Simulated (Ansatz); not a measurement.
**How AlP (F-43m) expands on warming**

Aim: the lattice, expansion, heat capacity and bulk modulus of AlP as it warms.

What experiment has found for this phase:
- heat capacity C_P per formula unit 42 J/mol/K and bulk modulus 86 GPa near room temperature (given in “High-Throughput Prediction of Finite-Temperature Properties using the Quasi-Harmonic Approximation”, 2016, arXiv:1603.06924)

Calculated with Ansatz 0.2.0; DFT RPBE, scalar-relativistic, plane waves, PAW.

The database entry behind the starting cell differs from later determinations by our own check (0.1 to 0.3 % short, probably kX units), so it need not match the best structure at ambient conditions.

### Step 1. Set-up

It takes space group F-43m (No. 216, cubic). Conventional cell: a = 5.451 Å, b = 5.451 Å, c = 5.451 Å, α = 90.00°, β = 90.00°, γ = 90.00°. Al has 4 P at 2.36 Å nearest. Nearest to P lie 4 Al at 2.36 Å. Farther neighbours are not listed.

### Step 2. Probe on a coarse mesh

Before spending time, one coarse run tells the gap and the pressure of the starting cell.

The input, input.yaml:

```yaml
crystal:
  lattice:
    - [0.0, 2.7255, 2.7255]
    - [2.7255, 0.0, 2.7255]
    - [2.7255, 2.7255, 0.0]
  atoms:
    - { symbol: Al, position: [0.0, 0.0, 0.0] }
    - { symbol: P, position: [0.25, 0.25, 0.25] }
kpoints:
  mp_grid: { grid: [6, 6, 6] }
hamiltonian:
  xc: rpbe
scf:
  occupations: { method: gaussian, width: 0.1 }
output:
  forces: true
  stress: true
  eigenvalues: true
```

Launch:

```
$ ansatz run input.yaml --threads 2 --pin off --max-ram 5120MiB --backend cpu --events-out ev --progress --plain --runs-dir out
```

Numbers of over 12 decimals in the logs are rounded to 6 here.

The log of the run:

```text
Engine: ansatz 0.2.0, aarch64-unknown-linux-gnu
Pseudopotentials: kind: paw
Pseudopotential: Al, paw, valence charge 3, recommended cutoff 420 eV (normal), Al.paw.azcp
Pseudopotential: P, paw, valence charge 5, recommended cutoff 420 eV (normal), P.paw.azcp
Functional definition: RPBE
  parameter kappa = 0.804
  parameter beta = 0.066725
  exchange = rpbe_x(kappa = kappa, mu = beta*pi^2/3)
  correlation = pbe_c(beta = beta)
Crystal: 2 atoms, lattice volume = 40.492 Å³
Basis set: ecut = 420 eV, 749 PW (Γ), exchange–correlation on 54×54×54 points (8 copies of the dense FFT grid, shifted against one another)
Bands: 8, of which v1, the nominal top of the filled ones, is band 4 counted from 1 (3 counted from 0)
Symmetry: 24 space group operations
Space group: F-43m (ITA 216), of the structure as read, at distance tolerance 3.4e-5 Å
k-points: 16 of 216 (time reversal used)
Non-local potential: Al, projectors of the file, l = 0: 2, l = 1: 2, l = 2: 1
Non-local potential: P, projectors of the file, l = 0: 2, l = 1: 2, l = 2: 2
PAW form: soft (Blöchl's): semilocal exchange-correlation on the pseudo side does not see the compensation charge
PAW frozen core: Al, regenerated for the run's functional, and the local potential with it (the file was generated under x = pbe(κ = 0.804, μ = 0.219515), c = pbe(β = 0.066725))
PAW frozen core: P, regenerated for the run's functional, and the local potential with it (the file was generated under x = pbe(κ = 0.804, μ = 0.219515), c = pbe(β = 0.066725))
PAW one-centre angular grid: Al, 110 points (default); XC on 64 Gauss nodes
PAW one-centre angular grid: P, 110 points (default); XC on 64 Gauss nodes
Initial density: superposition of atomic densities (neutral atoms: chi_scale 0, normalization atom), corrected by the library's trained network
Initial wavefunctions: pseudopotential atomic-orbital guess
Functional: x = rpbe, c = pbe(β = 0.066725)
SCF iter   1: F=—  HF=-1300.616413 eV  |F-HF|=—  |Δ(HF+E_count)|=         —  Δρ=1.70e-3  dr2=8.60e-4  ethr=1.77e-3  ⟨swp⟩=5.9  Hψ=1143  notcnv=0
preconditioner: auto → none  [insulator: Δε(μ)=1.636 eV  Ē_g=10.046 eV  σ=0.100 eV  W_gap=1.00  n_scr=8 (ndim 8)  ℏωp=16.5 eV  f_vac=0.000  D(μ)=0.00/eV (n_scr^D=0)  ε∞_Penn≈3.7]
SCF iter   2: F=—  HF=-1300.616418 eV  |F-HF|=—  |Δ(HF+E_count)|=   5.47e-6  Δρ=7.53e-4  dr2=1.31e-4  ethr=1.08e-5  ⟨swp⟩=2.1  Hψ=315  notcnv=0
SCF iter   3: F=—  HF=-1300.616455 eV  |F-HF|=—  |Δ(HF+E_count)|=   3.72e-5  Δρ=1.14e-4  dr2=4.57e-6  ethr=1.64e-6  ⟨swp⟩=2.6  Hψ=199  notcnv=0
SCF iter   4: F=—  HF=-1300.616459 eV  |F-HF|=—  |Δ(HF+E_count)|=   3.33e-6  Δρ=4.35e-5  dr2=1.16e-6  ethr=5.71e-8  ⟨swp⟩=2.0  Hψ=192  notcnv=0
iter 5 did not close the SCF: its close was put off for the readings that it lacked (scf_convergence_deferred on its scf_iter line)
SCF iter   5: F=-1300.616459 eV  HF=-1300.616458 eV  |F-HF|=5.99e-8  |Δ(HF+E_count)|=   2.54e-7  Δρ=8.58e-6  dr2=2.86e-8  ethr=1.45e-8  ⟨swp⟩=2.7  Hψ=190  notcnv=0
SCF iter   6: F=-1300.616459 eV  HF=-1300.616459 eV  |F-HF|=1.53e-10  |Δ(HF+E_count)|=   7.43e-8  Δρ=1.57e-6  dr2=8.58e-10  ethr=3.57e-10  ⟨swp⟩=4.1  Hψ=814  notcnv=0
SCF 1 converged in 6 iterations: F = -1300.616459 eV  dr2 = 8.58e-10
  greatest PAW one-centre occupation: 0.780 electrons in one spin orbital (limit 2), on the P atom at site 1 (counted from 0), in its partial waves of l = 0
SCF converged after 6 iterations
Free energy (F): -1300.616459 eV
Harris-Foulkes:  -1300.616459 eV  (|F-HF|=1.53e-10)
Internal energy: -1300.616459 eV  (E = F + TS)
E sigma→0 (E₀):  -1300.616459 eV
Fermi energy:    6.002786 eV
--- Per-component energies (eV) ---
  E_band       = 5.946660
  E_kinetic    = 94.206439
  E_local      = -81.108814  (includes V_loc(G=0)·N_el)
  E_nonlocal   = 43.715967
  E_hartree    = 25.021588
  E_xc         = -101.948217
  E_vxc        = -90.155465  (∫ρ·V_xc dr)
  E_paw        = -1042.781697  (= ΣΔE_a)
  E_vpaw       = -10.754532  (= ΣTr[D̂ρ^β])
  E_aug_tail   = 0.000002  (compensation charges beyond the density's cutoff)
  E_ewald      = -237.673915
  E_core_change = -0.047811  (= ΣΔE_core)
  E_smearing   = -0.000000  (= −TS)
  E_closure    = -0.000000  (closes the sum)
  Σ components = -1300.616459   (vs F -1300.616459, Δ=0.00e0)
--- Forces (eV/Å), atoms counted from 1 ---
  atom   1  Al     0.00000000    -0.00000000    -0.00000000
  atom   2  P     -0.00000000     0.00000000    -0.00000000
  max |Σ_I F_I| component: 2.31e-17 eV/Å
--- Stress (GPa, compression-positive) ---
        4.474313      -0.000000      -0.000000
        0.000000       4.474313       0.000000
       -0.000000       0.000000       4.474313
  P = ⅓ Tr σ = 4.4743 GPa (44.743 kbar)
--- Band table (eV; the first three rows and the last of 16) ---
  k-point 0: bands = ["-6.3301", "5.1777", "5.1777", "5.1777", "8.6658", "9.7846", "9.7846", "9.7846"]
  k-point 1: bands = ["-6.0262", "3.3270", "4.9358", "4.9358", "8.9260", "10.2185", "10.2185", "10.9568"]
  k-point 2: bands = ["-5.2349", "0.8608", "4.5645", "4.5645", "8.3512", "10.2624", "10.2624", "13.2519"]
  k-point 15: bands = ["-3.9446", "0.1590", "2.2768", "2.5203", "8.5581", "9.5663", "12.9080", "13.2549"]
```

The job ended after 0.61 s (2 threads of Arm Neoverse V1, shared host; peak memory 0.26 GiB).

Reading the cycles: dr2 is the Hartree energy of the density residual (eV), the measure of convergence; HF is the Harris–Foulkes estimate of the energy, which meets the free energy F at convergence.

Numbers from this step:

- pressure: 4.474 GPa
- gap on the k-mesh: 1.650 eV
- volume per atom: 20.25 Å³

The start is under 4.5 GPa at this level and looks like an insulator or semiconductor on this mesh.

### Step 3. Finding the static equilibrium

The vibrations must be taken about the equilibrium of this functional, not about the starting cell, so the structure is relaxed.

input.yaml, the sections that differ from step 2:

```yaml
kpoints:
  mp_grid: { grid: [8, 8, 8] }
scf:
  occupations: { method: gaussian, width: 0.02 }
output:
  forces: true
  stress: true
  eigenvalues: true
  write_density: true
  write_potential: true
  elf: true
  volumetric_format: npy
relax:
  adjacent_minimum: "off"
  f_tol: 0.005
  max_steps: 80
  cell: { stress_tol: 0.05 }
# crystal, hamiltonian: as in step 2
```

The log of the run:

```text
[...]
Crystal: 2 atoms, lattice volume = 40.492 Å³
Basis set: ecut = 420 eV, 749 PW (Γ), exchange–correlation on 54×54×54 points (8 copies of the dense FFT grid, shifted against one another)
Bands: 8, of which v1, the nominal top of the filled ones, is band 4 counted from 1 (3 counted from 0)
Symmetry: 24 space group operations
[...]
k-points: 29 of 512 (time reversal used)
[...]
SCF iter   1: F=—  HF=-1300.623697 eV  |F-HF|=—  |Δ(HF+E_count)|=         —  Δρ=1.72e-3  dr2=9.55e-4  ethr=1.77e-3  ⟨swp⟩=6.5  Hψ=2249  notcnv=0
[...]
SCF iter   6: F=-1300.623598 eV  HF=-1300.623598 eV  |F-HF|=1.13e-9  |Δ(HF+E_count)|=   2.67e-8  Δρ=1.72e-6  dr2=1.53e-9  ethr=2.02e-10  ⟨swp⟩=7.0  Hψ=1721  notcnv=0
SCF 1 converged in 6 iterations: F = -1300.623598 eV  dr2 = 1.53e-9
[...]
relax step   1: F+E_penalty+E_count = -1300.62359789 eV  Δ(F+E_penalty+E_count) = +0.000e0 eV  max|allowed force component| = 1.943e-16 eV/Å  Δτ_max = 0.0000 Å  P = +4.436 GPa  Ω = 40.492 Å³  (6 SCF iters, dr2 threshold 1.00e-7 eV, accepted)
Crystal: 2 atoms, lattice volume = 42.010 Å³
Basis set: ecut = 420 eV, 869 PW (Γ), exchange–correlation on 54×54×54 points (8 copies of the dense FFT grid, shifted against one another)
[...]
iter 1 solved again at ethr=2.88e-5 eV; its pass at ethr=3.10e-3 eV (dr2=2.30e-3 eV) is discarded
[...]
SCF iter   5: F=-1300.649072 eV  HF=-1300.649072 eV  |F-HF|=2.53e-8  |Δ(HF+E_count)|=   1.82e-6  Δρ=4.50e-6  dr2=7.38e-9  ethr=2.50e-9  ⟨swp⟩=12.1  Hψ=1948  notcnv=0
SCF 2 converged in 5 iterations: F = -1300.649072 eV  dr2 = 7.38e-9
[...]
relax step   2: F+E_penalty+E_count = -1300.64907158 eV  Δ(F+E_penalty+E_count) = -2.547e-2 eV  max|allowed force component| = 8.327e-17 eV/Å  Δτ_max = 0.0000 Å  P = +1.104 GPa  Ω = 42.010 Å³  energy of the carried Pulay correction = -2.847e-4 eV  (5 SCF iters, dr2 threshold 2.00e-7 eV, accepted)
Crystal: 2 atoms, lattice volume = 42.538 Å³
[...]
SCF iter   4: F=-1300.650909 eV  HF=-1300.650908 eV  |F-HF|=1.61e-7  |Δ(HF+E_count)|=   1.53e-6  Δρ=1.51e-5  dr2=7.30e-8  ethr=2.50e-9  ⟨swp⟩=10.3  Hψ=2100  notcnv=0
SCF 3 converged in 4 iterations: F = -1300.650909 eV  dr2 = 7.30e-8
[...]
relax step   3: F+E_penalty+E_count = -1300.65090866 eV  Δ(F+E_penalty+E_count) = -1.837e-3 eV  max|allowed force component| = 6.129e-17 eV/Å  Δτ_max = 0.0000 Å  P = +0.079 GPa  Ω = 42.538 Å³  energy of the carried Pulay correction = -3.813e-4 eV  (4 SCF iters, dr2 threshold 2.00e-7 eV, accepted)
[...]
relax step   4: F+E_penalty+E_count = -1300.65091194 eV  Δ(F+E_penalty+E_count) = -3.277e-6 eV  max|allowed force component| = 6.939e-17 eV/Å  Δτ_max = 0.0000 Å  P = +0.003 GPa  Ω = 42.579 Å³  energy of the carried Pulay correction = -3.888e-4 eV  (4 SCF iters, dr2 threshold 1.58e-8 eV, accepted)
[...]
SCF iter   4: F=-1300.651417 eV  HF=-1300.651417 eV  |F-HF|=2.64e-10  |Δ(HF+E_count)|=   8.64e-8  Δρ=3.97e-7  dr2=1.33e-11  ethr=1.00e-12  ⟨swp⟩=6.3  Hψ=1442  notcnv=0
SCF 5 converged in 4 iterations: F = -1300.651417 eV  dr2 = 1.33e-11
relax step   5: F+E_penalty+E_count = -1300.65141700 eV  Δ(F+E_penalty+E_count) = -5.051e-4 eV  max|allowed force component| = 8.558e-17 eV/Å  Δτ_max = 0.0000 Å  P = +0.023 GPa  Ω = 42.579 Å³  stress off target by 2.32e-2 GPa  SCF on the basis re-selected at this cell (its energy is not comparable with the rows above)  (4 SCF iters)
basis re-selected at this cell: Δ(F+E_penalty+E_count) = -5.051e-4 eV, ΔP = +0.021 GPa vs the last step (what re-selecting the basis moved, of the pressure what is left beyond the Pulay correction that the steps carried, after the strain that the cell walked since its last selection, with what the two solves' SCF thresholds leave and, on support functions, any second-order correction that the steps lacked; it is no m [...]
SCF converged after 4 iterations
Free energy (F): -1300.651417 eV
[...]
Internal energy: -1300.651417 eV  (E = F + TS)
E sigma→0 (E₀):  -1300.651417 eV
Fermi energy:    5.576106 eV
[...]
--- Stress (GPa, compression-positive) ---
        0.023192       0.000000       0.000000
        0.000000       0.023192       0.000000
        0.000000       0.000000       0.023192
  P = ⅓ Tr σ = 0.0232 GPa (0.232 kbar)
--- Band table (eV; the first three rows and the last of 29) ---
[...]
--- Relaxed structure (4 steps of the walk, 4 accepted, 1 SCFs on fresh bases) ---
  F+E_penalty+E_count = -1300.65141700 eV   max|allowed force component| = 8.558e-17 eV/Å   (the final SCF, on the basis selected at the relaxed cell)
  cell:  # Å, volume = 42.5790 Å³
    - [0, 2.771545, 2.771545]
    - [2.771545, 0, 2.771545]
    - [2.771545, 2.771545, 0]
  atoms:
    - { symbol: Al, position: [0, 0, 0] }
    - { symbol: P, position: [0.250000, 0.250000, 0.250000] }
```

Wall time 5.1 s (2 threads); peak memory 0.29 GiB.

Step by step:

| step | energy less that of the first step (eV) | largest force component (eV/Å) | pressure (GPa) | volume (Å³) |
| --- | --- | --- | --- | --- |
| 1 | 0.0000 | 0.0000 | 4.44 | 40.49 |
| 2 | -0.0255 | 0.0000 | 1.10 | 42.01 |
| 3 | -0.0273 | 0.0000 | 0.08 | 42.54 |
| 4 | -0.0273 | 0.0000 | 0.00 | 42.58 |
| 5* | -0.0278 | 0.0000 | 0.02 | 42.58 |

Relaxation steps marked * repeat the geometry before them on a plane-wave basis chosen anew for their cell, so energy and pressure can jump there.

The run keeps the 24 symmetry operations that it works with, so distortions that break them were not tested.

| conventional cell, symmetrised | before | after | change |
| --- | --- | --- | --- |
| a (Å) | 5.451 | 5.543 | +1.7 % |
| b (Å) | 5.451 | 5.543 | +1.7 % |
| c (Å) | 5.451 | 5.543 | +1.7 % |
| volume (Å³/atom) | 20.25 | 21.29 | +5.2 % |

Final coordinates:

```
Al P
1.0
     0.00000    2.77155    2.77155
     2.77155    0.00000    2.77155
     2.77155    2.77155    0.00000
Al P
1 1
Cartesian
  0.0000 0.0000 0.0000
  1.3858 1.3858 1.3858
```

This step gave:

```yaml
pressure: 0.02319 GPa
gap_on_the_k_mesh: 1.755 eV
volume_per_atom: 21.29 Å³
```

Valence density in the ac plane of a cell with a along [110], b along [-110] and c along [001] of the cube at fractional y = 0.000, with atoms of Al and P within 0.2 Å of it. It is the smooth field of the valence electrons, not physical close to the nuclei.

Ten even steps from '0' (0.02 e/Å³) to '9' (0.76 e/Å³), each cell a mean:
```
0134444442001344444420
1257888863212578888632
2359957974223599579742
1248603863112486038631
0136745741001367457410
0014687521000146875210
0001344210000013442100
0000111100000001111000
0000000000000000000000
0000000000000000000000
0000000000000000000000
1100000001111000000011
1110000001111100000011
1111000011111110000111
0012111121000121111210
```
Columns run along a (7.8 Å), rows up along c (5.5 Å), edges of the conventional cell, whose origin can differ from the input's. Atoms in or near the plane, at fractional coordinates: Al at (0.50, 0.00), Al at (0.00, 0.00), P at (0.75, 0.75), P at (0.25, 0.75).

ELF in the ac plane of a cell with a along [110], b along [-110] and c along [001] of the cube at fractional y = 0.000, with atoms of Al and P within 0.2 Å of it. It is the smooth field of the valence electrons, not physical close to the nuclei.

Ten even steps from '_' (0.01) to '@' (0.93), each cell a mean:
```
__::%%@@%%%%%%@@@@++____::%%@@%%%%%%@@@@++__
..**@@@@@@##%%@@@@%%--..**@@@@@@##%%@@@@%%--
==##@@@@##::==@@@@@@++==##@@@@##::==@@@@@@++
--**%%%%--____**%%##==--**%%%%--____**%%##==
..--**##==..::**##++::..--**##==..::**##++::
__..==##########**--____..==##########**--__
____::++##%%##**--..______::++##%%##**--..__
______::==++++--..__________::==++++--..____
________..::..________________..::..________
____________________________________________
....______________........______________....
--::..__________..::----::..__________..::--
::::::..________..::::::::::..________..::::
____::::::..::::::..______::::::..::::::..__
..__--****++++**++..__..__--****++++**++..__
```
Columns run along a (7.8 Å), rows up along c (5.5 Å), edges of the conventional cell, whose origin can differ from the input's. Atoms in or near the plane, at fractional coordinates: Al at (0.50, 0.00), Al at (0.00, 0.00), P at (0.75, 0.75), P at (0.25, 0.75).

Electrostatic potential energy in the ac plane of a cell with a along [110], b along [-110] and c along [001] of the cube at fractional y = 0.000, with atoms of Al and P within 0.2 Å of it. With pseudopotentials it is smooth inside the atoms' cores, unlike the true potential.

Values in eV, 8 rows by 16 columns, each cell a mean:
```
 -7  -8   1  -3  -5   1  -5  -9  -7  -8   1  -3  -5   1  -5  -9
  0   3 -10 -47 -52 -23   2   1   0   3 -10 -47 -52 -23   2   1
  8   7  -6 -39 -44 -17   5   8   8   7  -6 -39 -44 -17   5   8
  9   9   7   3   2   6   8   9   9   9   7   3   2   6   8   9
  9   9   9   8   8   9   9   9   9   9   9   8   8   9   9   9
  8   8   8   9   9   9   8   8   8   8   8   9   9   9   8   8
 -4   1   6   8   8   7   3  -3  -4   1   6   8   8   7   3  -3
 -5 -10   2   7   8   5  -7  -7  -5 -10   2   7   8   5  -7  -7
```
Columns run along a (7.8 Å; values clipped at the 3rd and 97th percentile), rows up along c (5.5 Å), edges of the conventional cell, whose origin can differ from the input's. Atoms in or near the plane, at fractional coordinates: Al at (0.50, 0.00), Al at (0.00, 0.00), P at (0.75, 0.75), P at (0.25, 0.75).

The relaxation ends with a pressure of 0.02 GPa.

(Part 1 of 3 ends here.)

[Logs are printed without paths, hosts, clocks, repeated set-up lines and the standing remarks that a program may print on its own settings, such as how far it seeks lower states.]

[Hosts, paths, dates, database ids (printed as entryN), source tags and the programs' standing remarks are cut or masked in the printed files.]

[A step with changed settings may run another functional than the one named; its input shows which.]
